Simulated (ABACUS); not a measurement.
Fe:

```
Fe
1.0
    -1.44300    1.44300    1.44300
     1.44300   -1.44300    1.44300
     1.44300    1.44300   -1.44300
Fe
1
Direct
  0.00000 0.00000 0.00000
```

| Property | Result |
| --- | --- |
| Program | ABACUS 3.10.1 |
| Task | relaxation of cell and atoms |
| Functional | PW91 |
| Potentials or basis | Ansatz NC PBE |
| Cutoff | 1225 eV |
| Density cutoff | 4898 eV |
| Basis | plane waves |
| k mesh | 10 × 10 × 10 |
| Occupations | fermi-dirac, width 0.05 eV |
| Spin | collinear spin, ferromagnetic start |
| Starting moments | [3.0] μB |

At the start: pressure -13.8 GPa; volume 12.02 Å³/atom.

Question: How do energy, volume and symmetry change on relaxing?

Answer: Over 6 steps the energy falls by 38.5 meV/atom and the volume is 11.19 Å³/atom (-6.9 %); space group Im-3m (No. 229, to 0.05 Å); moment 2.13 μB per cell.

The path:
| step | energy change (eV) | largest force (eV/Å) | pressure (GPa) | volume (Å³) |
| --- | --- | --- | --- | --- |
| 1 | 0.0000 | 0.0000 | -13.75 | 12.02 |
| 2 | 0.0245 | 0.0000 | 22.41 | 10.25 |
| 3 | -0.0385 | 0.0000 | -0.45 | 11.21 |
| 4 | -0.0385 | 0.0000 | 0.05 | 11.19 |
| 5 | -0.0385 | 0.0000 | -0.11 | 11.20 |
| 6 | -0.0385 | 0.0000 | 0.03 | 11.19 |

Final structure:
```cif
data_structure
_symmetry_space_group_name_H-M 'P 1'
_symmetry_Int_Tables_number 1
_cell_length_a 2.4407
_cell_length_b 2.4407
_cell_length_c 2.4407
_cell_angle_alpha 109.471
_cell_angle_beta 109.471
_cell_angle_gamma 109.471
_cell_volume 11.19
loop_
_atom_site_label
_atom_site_type_symbol
_atom_site_fract_x
_atom_site_fract_y
_atom_site_fract_z
_atom_site_occupancy
Fe1 Fe 0.00000 0.00000 0.00000 1
```

Caveat: the potentials were made for another functional, which shifts forces and pressure.
